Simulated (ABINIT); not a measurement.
# MoS2 (R3m) in ABINIT: relaxation of cell and atoms with PBEsol

Aim: the relaxation of cell and atoms of MoS2 with PBEsol.

All numbers are computed with ABINIT 10.8.3 (patched build); they aren't measurements. Logs are shortened: lines on timing, memory, paths and dates and some standing lists are left out, and cuts for length are marked. The log counts tension as positive stress, the text compression.

### 1 The structure

Symmetry: R3m, No. 160, trigonal system. The conventional cell has a = 3.160 Å, b = 3.160 Å, c = 18.450 Å, α = 90.00°, β = 90.00°, γ = 120.00°. Mo (site symmetry 3m) is surrounded by 6 S at 2.39 Å. S (site symmetry 3m) has 3 Mo at 2.39 Å as nearest neighbours. Around S (site symmetry 3m) lie 3 Mo at 2.39 Å.

Measurements of this composition are mostly on another form, of space group No. 194.

### 2 Relaxation of cell and atoms, PBEsol

run.abi reads:

```
pp_dirpath "./"
pseudos "Mo.GGA_PBE-JTH.xml, S.GGA_PBE-JTH.xml"

acell 6.4149071181 6.4149071181 6.414907118 Angstrom
rprim
     0.2463013058     0.1422021252     0.9587044499
    -0.2463013058     0.1422021252     0.9587044499
     0.0000000000    -0.2844042504     0.9587044499
ntypat 2
znucl 42 16
natom 3
typat 1 2 2
xred
     0.0000000000     0.0000000000     0.0000000000
     0.4170000000     0.4170000000     0.4170000000
     0.2500000000     0.2500000000     0.2500000000
chkprim 0
chksymtnons 0
tolsym 1.0e-6

ecut 20.0
pawecutdg 40.0
pawxcdev 0

kptopt 1
ngkpt 8 8 8
nshiftk 1
shiftk 0.0 0.0 0.0

ixc -116133

nband 17
occopt 3
tsmear 0.00183747

nstep 100
tolvrs 1.0e-9

iomode 3
prtwf 0
prtden 0
prteig 0
prtebands 0
enunit 1

ionmov 2
ntime 60
tolmxf 0.0005
optcell 2
dilatmx 1.08
ecutsm 0.5
```

Potentials or basis: JTH PAW PBE v2.0.

The run is started by

```sh
abinit run.abi > log 2>&1
```

run.abo:

```text
.Version 10.8.3 of ABINIT
 Symmetries : space group R3 m (#160); Bravais hR (rhombohedral)
================================================================================
 Values of the parameters that define the memory need of the present run
     intxc =       0    ionmov =       2      iscf =      17    lmnmax =      18
     lnmax =       6     mgfft =      54  mpssoang =       3    mqgrid =    3001
     natom =       3  nloc_mem =       2    nspden =       1   nspinor =       1
    nsppol =       1      nsym =       6    n1xccc =       1    ntypat =       2
    occopt =       3   xclevel =       2
       mpw =        1960          nfft =      157464          nkpt =          65
 PAW method is used; the additional fine FFT grid is defined by:
   mgfftf=        80    nfftf =    512000
================================================================================
================================================================================

--------------------------------------------------------------------------------
------------- Echo of variables that govern the present computation ------------
--------------------------------------------------------------------------------
 -outvars: echo values of preprocessed input variables --------
            acell      1.2122417576E+01  1.2122417576E+01  1.2122417576E+01 Bohr
              amu      9.59400000E+01  3.20660000E+01
          chkprim           0
      chksymtnons           0
          dilatmx      1.08000000E+00
             ecut      2.00000000E+01 Hartree
           ecutsm      5.00000000E-01 Hartree
           enunit           1
           ionmov           2
                       outvar_i_n : Printing only first  50 k-points.
              ixc     -116133
                       outvar_i_n : Printing only first  50 k-points.
         kptrlatt        8    0    0      0    8    0      0    0    8
          kptrlen      4.77722765E+01
            natom           3
            nband          17
            ngfft          54      54      54
          ngfftdg          80      80      80
             nkpt          65
            nstep         100
             nsym           6
            ntime          60
           ntypat           2
                       prtocc : prtvol=0, do not print more k-points.
           occopt           3
          optcell           2
        pawecutdg      4.00000000E+01 Hartree
         pawxcdev           0
           prtden           0
        prtebands           0
           prteig           0
            prtwf           0
            rprim      2.4630130580E-01  1.4220212520E-01  9.5870444990E-01
                      -2.4630130580E-01  1.4220212520E-01  9.5870444990E-01
                       0.0000000000E+00 -2.8440425040E-01  9.5870444990E-01
          spgroup         160
           tolmxf      5.00000000E-04
           tolsym      1.00000000E-06
           tolvrs      1.00000000E-09
           tsmear      1.83747000E-03 Hartree
            typat      1  2  2
           useylm           1
                       outvars : Printing only first  50 k-points.
           xangst      0.0000000000E+00  0.0000000000E+00  0.0000000000E+00
                       4.7842516902E-17  1.1859794830E-11  7.6936499997E+00
                       0.0000000000E+00  7.1100996618E-12  4.6124999998E+00
            xcart      0.0000000000E+00  0.0000000000E+00  0.0000000000E+00
                       9.0409254119E-17  2.2411764139E-11  1.4538891408E+01
                       0.0000000000E+00  1.3436141089E-11  8.7163617554E+00
             xred      0.0000000000E+00  0.0000000000E+00  0.0000000000E+00
                       4.1700000000E-01  4.1700000000E-01  4.1700000000E-01
                       2.5000000000E-01  2.5000000000E-01  2.5000000000E-01
            znucl       42.00000   16.00000

================================================================================

 chkinp: Checking input parameters for consistency.

================================================================================
== DATASET  1 ==================================================================

--- !DatasetInfo
iteration_state: {dtset: 1, }
dimensions: {natom: 3, nkpt: 65, mband: 17, nsppol: 1, nspinor: 1, nspden: 1, mpw: 1960, }
cutoff_energies: {ecut:  20.0, pawecutdg:  40.0, }
electrons: {nelect:   2.60000000E+01, charge:   0.00000000E+00, occopt:   3.00000000E+00, tsmear:   1.83747000E-03, }
meta: {optdriver: 0, ionmov: 2, optcell: 2, iscf: 17, paral_kgb: 0, }
...
[... 28 lines left out ...]
 Pseudopotential format is: paw10
 basis_size (lnmax)=  4 (lmn_size=  8), orbitals=   0   0   1   1
 Spheres core radius: rc_sph= 1.90380259
 Shapefunction is SIN type: shapef(r)=[sin(pi*r/rshp)/(pi*r/rshp)]**2
 Radius for shape functions =  1.40128485
 Compensation charge density is not taken into account in XC energy/potential

   8.88596673E+02                                ecore*ucvol(ha*bohr**3)
--------------------------------------------------------------------------------

================================================================================

=== [ionmov= 2] Broyden-Fletcher-Goldfarb-Shanno method (forces)
================================================================================

--- Iteration: ( 1/60) Internal Cycle: (1/1)
--------------------------------------------------------------------------------

---SELF-CONSISTENT-FIELD CONVERGENCE--------------------------------------------
[... 633 lines left out ...]
 Difference of energy with previous step (new-old):
           Absolute (Ha)=-7.52746E-07
           Relative     =-8.40534E-09

 At Broyd/MD step   6, gradients are converged :
  max grad (force/stress) = 4.3296E-04 < tolmxf= 5.0000E-04 ha/bohr (free atoms)

================================================================================

 ----iterations are completed or convergence reached----

 Mean square residual over all n,k,spin=   11.799E-15; max=  58.728E-14
 reduced coordinates (array xred) for    3 atoms
       0.000103096441      0.000103096441      0.000103096441
       0.417264105116      0.417264105116      0.417264105116
       0.249632798443      0.249632798443      0.249632798443
 rms dE/dt=  3.8233E-03; max dE/dt=  4.3213E-03; dE/dt below (all hartree)
    1       0.001111318851      0.001111318851      0.001111318851
    2       0.004321261805      0.004321261805      0.004321261805
    3      -0.004893315067     -0.004893315067     -0.004893315067

 cartesian coordinates (angstrom) at end:
    1     -0.00000000000000     0.00000000000000     0.00191775413142
    2      0.00000000000000     0.00000000001196     7.76176124418286
    3     -0.00000000000000     0.00000000000716     4.64355825596156

 cartesian forces (hartree/bohr) at end:
    1      0.00000000000000     0.00000000000000    -0.00007950339424
    2     -0.00000000000000     0.00000000000001    -0.00035345285418
    3      0.00000000000000    -0.00000000000002     0.00043295624842
 frms,max,avg= 1.8817865E-04 4.3295625E-04   0.000E+00  0.000E+00 -1.534E-05 h/b

 cartesian forces (eV/Angstrom) at end:
    1      0.00000000000000     0.00000000000014    -0.00408822890615
    2     -0.00000000000000     0.00000000000064    -0.01817527652973
    3      0.00000000000000    -0.00000000000078     0.02226350543588
 frms,max,avg= 9.6765350E-03 2.2263505E-02   0.000E+00  0.000E+00 -7.889E-04 e/A
 length scales= 12.209617081179 12.209617081179 12.209617080963 bohr
              =  6.461051108829  6.461051108829  6.461051108715 angstroms
 Fermi (or HOMO) energy (eV) =   8.79056   Average Vxc (eV)= -10.96368
 Eigenvalues (   eV  ) for nkpt=  65  k points:
 kpt#   1, nband= 17, wtk=  0.00195, kpt=  0.0000  0.0000  0.0000 (reduced coord)
 -53.05099  -27.24738  -26.98819  -26.98819   -6.69331   -5.00808    1.39095    5.06639
   5.06639    6.20029    6.20029    7.07702    7.11954   10.49489   10.49489   10.87457
  10.87457
 prteigrs : prtvol=0 or 1, do not print more k-points.

--- !EnergyTerms
iteration_state     : {dtset: 1, itime: 6, icycle: 1, }
comment             : Components of total free energy in Hartree
kinetic             :  1.86216717434037E+01
hartree             :  2.90746648216964E+01
xc                  : -1.12078671638284E+01
Ewald energy        : -5.93327972283915E+01
psp_core            :  2.47786901701532E+00
local_psp           : -8.18210473824813E+01
PAW spherical_terms :  1.26317949725094E+01
internal            : -8.95557112200764E+01
'-kT*entropy'       : -2.99257531350553E-08
total_energy        : -8.95557112500021E+01
total_energy_eV     : -2.43693504935735E+03
...

--- !EnergyTermsDC
iteration_state     : {dtset: 1, itime: 6, icycle: 1, }
comment             : '"Double-counting" decomposition of free energy'
band_energy         : -8.17556684901085E+00
Ewald energy        : -5.93327972283915E+01
psp_core            :  2.47786901701532E+00
xc_dc               : -2.76318743492483E+01
PAW spherical_terms :  3.10665610632628E+00
internal            : -8.95557133033091E+01
'-kT*entropy'       : -2.99257531350553E-08
total_energy_dc     : -8.95557133332348E+01
total_energy_dc_eV  : -2.43693510604500E+03
...

--- !EnergyTermsWithPAWCore
iteration_state     : {dtset: 1, itime: 6, icycle: 1, }
comment             : 'Components of total free energy, including PAW core contributions'
Total energy        : -4.84411100404017E+03
Total energy DC     : -4.84411100612341E+03
Total energy (eV)   : -1.31814975549344E+05
Total energy DC (eV): -1.31814975606032E+05
...

 rms coord change=  2.6784E-04   atom, delta coord (reduced):
     1        0.000103096441      0.000103096441      0.000103096441
     2        0.000264105116      0.000264105116      0.000264105116
     3       -0.000367201557     -0.000367201557     -0.000367201557

 Cartesian components of stress tensor (hartree/bohr^3)
  sigma(1 1)= -1.18599280E-06  sigma(3 2)= -2.52583596E-13
  sigma(2 2)= -1.18599213E-06  sigma(3 1)=  0.00000000E+00
  sigma(3 3)= -3.51420756E-06  sigma(2 1)=  0.00000000E+00

-Cartesian components of stress tensor (GPa)         [Pressure=  5.7726E-02 GPa]
- sigma(1 1)= -3.48931129E-02  sigma(3 2)= -7.43126596E-09
- sigma(2 2)= -3.48930933E-02  sigma(3 1)=  0.00000000E+00
- sigma(3 3)= -1.03391556E-01  sigma(2 1)=  0.00000000E+00

== END DATASET(S) ==============================================================
================================================================================

 -outvars: echo values of variables after computation  --------
            acell      1.2209617081E+01  1.2209617081E+01  1.2209617081E+01 Bohr
           etotal     -8.9555713333E+01
            fcart      7.8640558609E-21  2.7851179440E-15 -7.9503394243E-05
                      -5.2955908613E-20  1.2382282502E-14 -3.5345285418E-04
                       4.5091852752E-20 -1.5167400446E-14  4.3295624842E-04
            rprim      2.4344585283E-01  1.4055352866E-01  9.5967641542E-01
                      -2.4344585283E-01  1.4055352866E-01  9.5967641542E-01
                       0.0000000000E+00 -2.8110705732E-01  9.5967641543E-01
           strten     -1.1859928007E-06 -1.1859921338E-06 -3.5142075648E-06
                      -2.5258359593E-13  0.0000000000E+00  0.0000000000E+00
           xangst     -4.3693180667E-21  2.9562086449E-15  1.9177541314E-03
                       8.5013667530E-18  1.1964721810E-11  7.7617612442E+00
                      -1.2448934604E-17  7.1580181357E-12  4.6435582560E+00
             xred      1.0309644117E-04  1.0309644117E-04  1.0309644117E-04
                       4.1726410512E-01  4.1726410512E-01  4.1726410512E-01
                       2.4963279844E-01  2.4963279844E-01  2.4963279844E-01
 Calculation completed.
```

Wall time 19 min (1 thread of Arm Neoverse V2, shared host); peak memory 0.33 GiB.

What came out:

| Property | Result |
| --- | --- |
| Free energy | -2436.9351 eV |
| Relaxed volume | 17.71 Å³/atom |
| Relaxed cell | a = 6.461 Å, b = 6.461 Å, c = 6.461 Å, α = 28.18°, β = 28.18°, γ = 28.18° |
| Space group after relaxing (to 0.05 Å) | R3m (No. 160) |
| Energy gained by relaxing | 1.9 meV/atom |
| Ionic steps | 6 |
| Pressure after relaxing | 0.1 GPa |
| Largest force after relaxing | 0.022 eV/Å |
| Band gap on the k mesh | 1.04 eV, indirect (least direct gap 2.09 eV) |
| Valence electrons inside the program's atomic spheres | Mo 11.30; S 3.59, 3.58 |

Forces in eV/Å, atoms in the order of the input:
```
Mo   0.000  0.000 -0.004
S    0.000  0.000 -0.018
S    0.000  0.000  0.022
```

The path:
| step | energy change (eV) | largest force (eV/Å) | pressure (GPa) | volume (Å³) |
| --- | --- | --- | --- | --- |
| 1 | 0.0000 | 0.2902 | 0.66 | 53.18 |
| 2 | -0.0029 | 0.1440 | 0.05 | 53.29 |
| 3 | -0.0049 | 0.0354 | -0.47 | 53.33 |
| 4 | -0.0053 | 0.0526 | -0.34 | 53.26 |
| 5 | -0.0055 | 0.0351 | -0.02 | 53.15 |
| 6 | -0.0056 | 0.0223 | 0.06 | 53.14 |

Final structure:
```
Mo S
1.0
     1.57292    0.90812    6.20052
    -1.57292    0.90812    6.20052
     0.00000   -1.81625    6.20052
Mo S
1 2
Cartesian
  0.0000 0.0000 0.0019
  0.0000 0.0000 7.7618
  0.0000 0.0000 4.6436
```

Caveat: the PAW data sets were made with another functional, which shifts forces and pressure a little.
